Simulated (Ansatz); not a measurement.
# HgTe (Coloradoite) (F-43m) in Ansatz: notebook

Runs on HgTe (Coloradoite). Level: r2SCAN+D3(BJ). Tasks: single point, equation of state.

Program: Ansatz 0.2.0. These are calculated values, not measurements. Logs are shortened: lines on timing, memory, paths and dates and some standing lists are left out, and cuts for length are marked.

**Experimental background.**

A printed reference work, monograph reports, for a bulk crystal of HgTe: bulk modulus 43 GPa.

The results are compared with them further down.

## (1) The crystal as given

It takes space group F-43m (No. 216, cubic). The conventional cell has a = 6.429 Å, b = 6.429 Å, c = 6.429 Å, α = 90.00°, β = 90.00°, γ = 90.00°. Hg (site symmetry -43m) has 4 Te at 2.78 Å as nearest neighbours. Te (site symmetry -43m) is surrounded by 4 Hg at 2.78 Å.

## (2) Single point, r2SCAN+D3(BJ), 31.22 Å³/atom (volume scaled by 0.94)

The input, input.yaml:

```yaml
crystal:
  lattice:
    - [0.0, 3.1488795465, 3.1488795465]
    - [3.1488795465, 0.0, 3.1488795465]
    - [3.1488795465, 3.1488795465, 0.0]
  atoms:
    - { symbol: Hg, position: [0.0, 0.0, 0.0] }
    - { symbol: Te, position: [0.75, 0.75, 0.75] }
hamiltonian:
  xc: r2scan
  pseudopotentials: { kind: paw }
  dispersion: d3bj
kpoints:
  mp_grid: { grid: [7, 7, 7] }
scf:
  occupations: { method: fermi_dirac, width: 0.05 }
output:
  forces: true
  stress: true
  eigenvalues: true
```

Potentials or basis: Ansatz PAW.

Started as:

```
$ ansatz run input.yaml --threads 2 --pin off --max-ram 5120MiB --backend cpu --events-out ev --progress --plain --runs-dir out
```

The program printed:

```text
Warning: the engine holds no damping parameters fitted to this dispersion correction and functional, so the run takes those fitted to r2scan beside the three-body term, which d3bj leaves out (hamiltonian.dispersion, under Limitations)
Warning: RAYON_NUM_THREADS=2 ignored (pool sized by the plan → 2); use --threads N
Engine: ansatz 0.2.0, aarch64-unknown-linux-gnu
Pseudopotentials: kind: paw
Pseudopotential: Hg, paw, valence charge 20, recommended cutoff 500 eV (meta_gga), Hg.paw.azcp
Pseudopotential: Te, paw, valence charge 16, recommended cutoff 500 eV (meta_gga), Te.paw.azcp
Functional definition: r2SCAN
  parameter k0 = 0.174
  parameter k1 = 0.065
  parameter a1 = 4.9479
  exchange = r2scan_x(k0 = k0, k1 = k1, a1 = a1)
  correlation = r2scan_c
Crystal: 2 atoms, lattice volume = 62.445 Å³
Basis set: ecut = 500 eV, 1591 PW (Γ), exchange–correlation on 144×144×144 points (64 copies of the dense FFT grid, shifted against one another)
Bands: 22, of which v1, the nominal top of the filled ones, is band 18 counted from 1 (17 counted from 0)
Symmetry: 24 space group operations
Space group: F-43m (ITA 216), of the structure as read, at distance tolerance 4.0e-5 Å
k-points: 20 of 343 (time reversal used)
Non-local potential: Hg, projectors of the file, l = 0: 3, l = 1: 2, l = 2: 2, l = 3: 1
Non-local potential: Te, projectors of the file, l = 0: 2, l = 1: 2, l = 2: 2, l = 3: 2
PAW form: soft (Blöchl's): semilocal exchange-correlation on the pseudo side does not see the compensation charge
PAW frozen core: Hg, regenerated for the run's functional (the file was generated under x = pbe(κ = 0.804, μ = 0.2195149727645171), c = pbe(β = 0.06672455060314922))
PAW frozen core: Te, regenerated for the run's functional (the file was generated under x = pbe(κ = 0.804, μ = 0.2195149727645171), c = pbe(β = 0.06672455060314922))
PAW one-centre angular grid: Hg, 590 points (default); XC on 160 Gauss nodes
PAW one-centre angular grid: Te, 590 points (default); XC on 160 Gauss nodes
Initial density: superposition of atomic densities (neutral atoms: chi_scale 0, normalization atom), corrected by the library's trained network
Initial wavefunctions: pseudopotential atomic-orbital guess
Functional: x = r2scan, c = r2scan; τ floored in thin density (d = 2e-4 eV/Å³)
SCF iter   1: F=—  HF=-20823.247951 eV  |F-HF|=—  |Δ(HF+E_count)|=         —  Δρ=6.06e-3  dr2=1.87e-2  dr2_τ=1.64e-2  ethr=1.77e-3  ⟨swp⟩=6.0  Hψ=2094  notcnv=0
preconditioner: auto → none  [insulator: Δε(μ)=0.959 eV  Ē_g=11.651 eV  σ=0.050 eV  W_gap=0.68  n_scr=14 (ndim 8)  ℏωp=19.9 eV  f_vac=0.160  D(μ)=0.08/eV (n_scr^D=0)  ε∞_Penn≈3.9]
SCF iter   2: F=—  HF=-20823.250684 eV  |F-HF|=—  |Δ(HF+E_count)|=   2.73e-3  Δρ=2.93e-3  dr2=2.83e-3  dr2_τ=1.26e-3  ethr=5.20e-5  ⟨swp⟩=2.6  Hψ=967  notcnv=0
SCF iter   3: F=—  HF=-20823.250337 eV  |F-HF|=—  |Δ(HF+E_count)|=   3.47e-4  Δρ=1.56e-3  dr2=3.73e-4  dr2_τ=7.61e-5  ethr=7.86e-6  ⟨swp⟩=2.0  Hψ=601  notcnv=0
SCF iter   4: F=—  HF=-20823.250524 eV  |F-HF|=—  |Δ(HF+E_count)|=   1.87e-4  Δρ=1.21e-4  dr2=6.64e-6  dr2_τ=1.34e-6  ethr=1.03e-6  ⟨swp⟩=2.0  Hψ=630  notcnv=0
SCF iter   5: F=—  HF=-20823.250534 eV  |F-HF|=—  |Δ(HF+E_count)|=   9.88e-6  Δρ=2.74e-5  dr2=1.94e-7  dr2_τ=2.73e-8  ethr=1.85e-8  ⟨swp⟩=2.0  Hψ=721  notcnv=0
SCF iter   6: F=-20823.250534 eV  HF=-20823.250534 eV  |F-HF|=1.01e-8  |Δ(HF+E_count)|=   2.53e-7  Δρ=7.70e-6  dr2=1.33e-8  dr2_τ=2.75e-9  ethr=2.78e-10  ⟨swp⟩=7.0  Hψ=1968  notcnv=0
SCF 1 converged in 6 iterations: F = -20823.250534 eV  dr2 = 1.33e-8
SCF converged after 6 iterations
Free energy (F): -20823.250534 eV
Harris-Foulkes:  -20823.250534 eV  (|F-HF|=1.01e-8)
Internal energy: -20823.249897 eV  (E = F + TS)
E sigma→0 (E₀):  -20823.250215 eV
Entropy (-TS):   -0.000638 eV (-0.319 meV/atom)
Fermi energy:    9.883843 eV
--- Per-component energies (eV) ---
  E_band       = -771.842652
  E_kinetic    = 786.088008
  E_local      = -4636.444936  (includes V_loc(G=0)·N_el)
  E_nonlocal   = -236.452348
  E_hartree    = 2271.103260
  E_xc         = -324.277916
  E_vxc        = -403.043723  (∫ρ·V_xc dr)
  E_paw        = -14657.795312  (= ΣΔE_a)
  E_vpaw       = -851.246719  (= ΣTr[D̂ρ^β])
  E_aug_tail   = 0.000334  (compensation charges beyond the density's cutoff)
  E_vtau       = 27.052227  (kinetic-family band-sum trace: ∫τ·v_τ [+ j·A + Jᵃ·Aᵃ] dr)
  E_ewald      = -4025.228181
  E_disp       = -0.378732  (pairwise vdW)
  E_core_change = 0.135928  (= ΣΔE_core)
  E_smearing   = -0.000638  (= −TS)
  E_closure    = -0.000000  (closes the sum)
  Σ components = -20823.250534   (vs F -20823.250534, Δ=0.00e0)
--- Forces (eV/Å), atoms counted from 1 ---
  atom   1  Hg    -0.00000000     0.00000000    -0.00000000
  atom   2  Te     0.00000000    -0.00000000    -0.00000000
  max |Σ_I F_I| component: 9.25e-17 eV/Å
--- Stress (GPa, compression-positive) ---
        6.191393       0.000000      -0.000000
       -0.000000       6.191393       0.000000
       -0.000000       0.000000       6.191393
  P = ⅓ Tr σ = 6.1914 GPa (61.914 kbar)
--- Band table (eV; the first three rows and the last of 20) ---
  k-point 0: bands = ["-107.7846", "-55.6294", "-55.6294", "-55.6294", "-27.9988", "-27.9988", "-27.9988", "-27.9837", "-27.9837", "-3.1864", "1.6757", "1.6757", "1.6757", "2.3507", "2.3507", "9.6560", "9.8458", "9.8458", "9.8458", "14.2587", "14.2587", "14.2587"]
  k-point 1: bands = ["-107.7846", "-55.6295", "-55.6295", "-55.6295", "-27.9989", "-27.9987", "-27.9987", "-27.9836", "-27.9836", "-3.0643", "1.7101", "1.7101", "1.7182", "2.3473", "2.3473", "7.8023", "9.5737", "9.5737", "10.9190", "14.2844", "14.5985", "14.5985"]
  k-point 2: bands = ["-107.7846", "-55.6296", "-55.6295", "-55.6295", "-27.9993", "-27.9986", "-27.9986", "-27.9835", "-27.9835", "-2.7720", "1.7802", "1.7802", "1.9344", "2.3520", "2.3520", "5.7321", "9.0583", "9.0583", "10.9912", "15.0652", "15.0652", "15.5969"]
  k-point 19: bands = ["-107.7846", "-55.6297", "-55.6296", "-55.6295", "-27.9995", "-27.9989", "-27.9981", "-27.9836", "-27.9831", "-2.2516", "1.9306", "2.0093", "2.2614", "2.3285", "3.0536", "3.7626", "6.4441", "7.2787", "13.0365", "14.5350", "15.9464", "16.7831"]
```

Run time: 4 s. Hardware: 2 threads of Arm Neoverse V1, shared host; peak memory 0.52 GiB.

What came out:

* Free energy: -20823.2505 eV
* Pressure: 6.2 GPa
* Band gap on the k mesh: none (metal or under the smearing width)

Caveat: pairwise dispersion overbinds metals, which lowers pressure and volume; the PAW data sets come from PBE, with cores solved anew for the run's functional, which leaves a small shift of forces and pressure; the dispersion damping was fitted for another functional or another form of the correction.

## (3) Single point, r2SCAN+D3(BJ), 31.89 Å³/atom (volume scaled by 0.96)

Edit input.yaml of step 2 so:

```diff
@@ -2,5 +2,5 @@
   lattice:
-    - [0.0, 3.1488795465, 3.1488795465]
-    - [3.1488795465, 0.0, 3.1488795465]
-    - [3.1488795465, 3.1488795465, 0.0]
+    - [0.0, 3.1710554852, 3.1710554852]
+    - [3.1710554852, 0.0, 3.1710554852]
+    - [3.1710554852, 3.1710554852, 0.0]
   atoms:
```

Potentials or basis: Ansatz PAW.

Started as:

```
$ ansatz run input.yaml --threads 2 --pin off --max-ram 5120MiB --backend cpu --events-out ev --progress --plain --runs-dir out
```

Run time: 4 s. Hardware: 2 threads of Arm Neoverse V1, shared host; peak memory 0.52 GiB.

Results (log left out):

```yaml
Free_energy: -20823.2958 eV
Pressure: 4.7 GPa
Band_gap_on_the_k_mesh: none (metal or under the smearing width)
```

Caveat: pairwise dispersion overbinds metals, which lowers pressure and volume; the PAW data sets come from PBE, with cores solved anew for the run's functional, which leaves a small shift of forces and pressure; the dispersion damping was fitted for another functional or another form of the correction.

## (4) Single point, r2SCAN+D3(BJ), 32.55 Å³/atom (volume scaled by 0.98)

Edit input.yaml of step 3 so:

```diff
@@ -2,5 +2,5 @@
   lattice:
-    - [0.0, 3.1710554852, 3.1710554852]
-    - [3.1710554852, 0.0, 3.1710554852]
-    - [3.1710554852, 3.1710554852, 0.0]
+    - [0.0, 3.1929255244, 3.1929255244]
+    - [3.1929255244, 0.0, 3.1929255244]
+    - [3.1929255244, 3.1929255244, 0.0]
   atoms:
@@ -20 +20,5 @@
   eigenvalues: true
+  write_density: true
+  write_potential: true
+  elf: true
+  volumetric_format: npy
```

Started as:

```
$ ansatz run input.yaml --threads 2 --pin off --max-ram 5120MiB --backend cpu --events-out ev --progress --plain --runs-dir out
```

It took 5.3 s on 2 threads of Arm Neoverse V1, shared host; peak memory 0.52 GiB.

The run converged. Its results:

| Item | Value |
| --- | --- |
| Free energy | -20823.3297 eV |
| Pressure | 3.5 GPa |
| Band gap on the k mesh | none (metal or under the smearing width) |

Caveat: pairwise dispersion overbinds metals, which lowers pressure and volume; the PAW data sets come from PBE, with cores solved anew for the run's functional, which leaves a small shift of forces and pressure; the dispersion damping was fitted for another functional or another form of the correction.

## (5) Single point, r2SCAN+D3(BJ), 33.22 Å³/atom

Edit input.yaml of step 4 so:

```diff
@@ -2,5 +2,5 @@
   lattice:
-    - [0.0, 3.1929255244, 3.1929255244]
-    - [3.1929255244, 0.0, 3.1929255244]
-    - [3.1929255244, 3.1929255244, 0.0]
+    - [0.0, 3.2145, 3.2145]
+    - [3.2145, 0.0, 3.2145]
+    - [3.2145, 3.2145, 0.0]
   atoms:
```

Started as:

```
$ ansatz run input.yaml --threads 2 --pin off --max-ram 5120MiB --backend cpu --events-out ev --progress --plain --runs-dir out
```

It took 5.4 s on 2 threads of Arm Neoverse V1, shared host; peak memory 0.53 GiB.

It converged, with:

```
Free energy            : -20823.3536 eV
Pressure               : 2.3 GPa
Band gap on the k mesh : none (metal or under the smearing width)
```

Caveat: pairwise dispersion overbinds metals, which lowers pressure and volume; the PAW data sets come from PBE, with cores solved anew for the run's functional, which leaves a small shift of forces and pressure; the dispersion damping was fitted for another functional or another form of the correction.

## (6) Single point, r2SCAN+D3(BJ), 33.88 Å³/atom (volume scaled by 1.02)

Edit input.yaml of step 5 so:

```diff
@@ -2,5 +2,5 @@
   lattice:
-    - [0.0, 3.2145, 3.2145]
-    - [3.2145, 0.0, 3.2145]
-    - [3.2145, 3.2145, 0.0]
+    - [0.0, 3.2357886999, 3.2357886999]
+    - [3.2357886999, 0.0, 3.2357886999]
+    - [3.2357886999, 3.2357886999, 0.0]
   atoms:
@@ -20,5 +20 @@
   eigenvalues: true
-  write_density: true
-  write_potential: true
-  elf: true
-  volumetric_format: npy
```

Potentials or basis: Ansatz PAW.

Started as:

```
$ ansatz run input.yaml --threads 2 --pin off --max-ram 5120MiB --backend cpu --events-out ev --progress --plain --runs-dir out
```

Run time: 4.1 s. Hardware: 2 threads of Arm Neoverse V1, shared host; peak memory 0.52 GiB.

It converged, with:

```
Free energy            : -20823.3686 eV
Pressure               : 1.3 GPa
Band gap on the k mesh : none (metal or under the smearing width)
```

Caveat: pairwise dispersion overbinds metals, which lowers pressure and volume; the PAW data sets come from PBE, with cores solved anew for the run's functional, which leaves a small shift of forces and pressure; the dispersion damping was fitted for another functional or another form of the correction.

## (7) Single point, r2SCAN+D3(BJ), 34.54 Å³/atom (volume scaled by 1.04)

Edit input.yaml of step 6 so:

```diff
@@ -2,5 +2,5 @@
   lattice:
-    - [0.0, 3.2357886999, 3.2357886999]
-    - [3.2357886999, 0.0, 3.2357886999]
-    - [3.2357886999, 3.2357886999, 0.0]
+    - [0.0, 3.2568009036, 3.2568009036]
+    - [3.2568009036, 0.0, 3.2568009036]
+    - [3.2568009036, 3.2568009036, 0.0]
   atoms:
```

Started as:

```
$ ansatz run input.yaml --threads 2 --pin off --max-ram 5120MiB --backend cpu --events-out ev --progress --plain --runs-dir out
```

Wall time 4.2 s (2 threads of Arm Neoverse V1, shared host); peak memory 0.52 GiB.

Results (log left out):

```yaml
Free_energy: -20823.3755 eV
Pressure: 0.4 GPa
Band_gap_on_the_k_mesh: none (metal or under the smearing width)
```

Caveat: pairwise dispersion overbinds metals, which lowers pressure and volume; the PAW data sets come from PBE, with cores solved anew for the run's functional, which leaves a small shift of forces and pressure; the dispersion damping was fitted for another functional or another form of the correction.

## (8) Single point, r2SCAN+D3(BJ), 35.21 Å³/atom (volume scaled by 1.06)

Edit input.yaml of step 7 so:

```diff
@@ -2,5 +2,5 @@
   lattice:
-    - [0.0, 3.2568009036, 3.2568009036]
-    - [3.2568009036, 0.0, 3.2568009036]
-    - [3.2568009036, 3.2568009036, 0.0]
+    - [0.0, 3.2775454177, 3.2775454177]
+    - [3.2775454177, 0.0, 3.2775454177]
+    - [3.2775454177, 3.2775454177, 0.0]
   atoms:
@@ -20 +20,5 @@
   eigenvalues: true
+  write_density: true
+  write_potential: true
+  elf: true
+  volumetric_format: npy
```

Started as:

```
$ ansatz run input.yaml --threads 2 --pin off --max-ram 5120MiB --backend cpu --events-out ev --progress --plain --runs-dir out
```

It took 5.5 s on 2 threads of Arm Neoverse V1, shared host; peak memory 0.53 GiB.

The run converged. Its results:

- Free energy: -20823.3754 eV
- Pressure: -0.4 GPa
- Band gap on the k mesh: none (metal or under the smearing width)

Caveat: pairwise dispersion overbinds metals, which lowers pressure and volume; the PAW data sets come from PBE, with cores solved anew for the run's functional, which leaves a small shift of forces and pressure; the dispersion damping was fitted for another functional or another form of the correction.

## (9) Equation of state, r2SCAN+D3(BJ)

Potentials or basis: Ansatz PAW.

This step only gathers the single runs of the series.

What came out:

```yaml
Equilibrium_volume: 34.86 Å³/atom
Bulk_modulus: 43 GPa
Pressure_derivative_of_the_bulk_modulus: 5.0
```

Energy against volume, from the lowest point:
```tsv
volume (Å³/atom)	energy (meV/atom)
31.223	62.49
31.887	39.88
32.551	22.90
33.215	10.95
33.880	3.48
34.544	0.00
35.208	0.07
```

Caveat: the PAW data sets were made with another functional, which shifts forces and pressure a little.

## (10) Against experiment

Step 9. Against the measured bulk modulus of HgTe, 43 GPa (a printed reference work, monograph), the calculated 43 GPa is off by -0.9 %. That is within the rounding of the quoted value. The fit is for a static lattice scaled at fixed shape and fixed fractional positions.
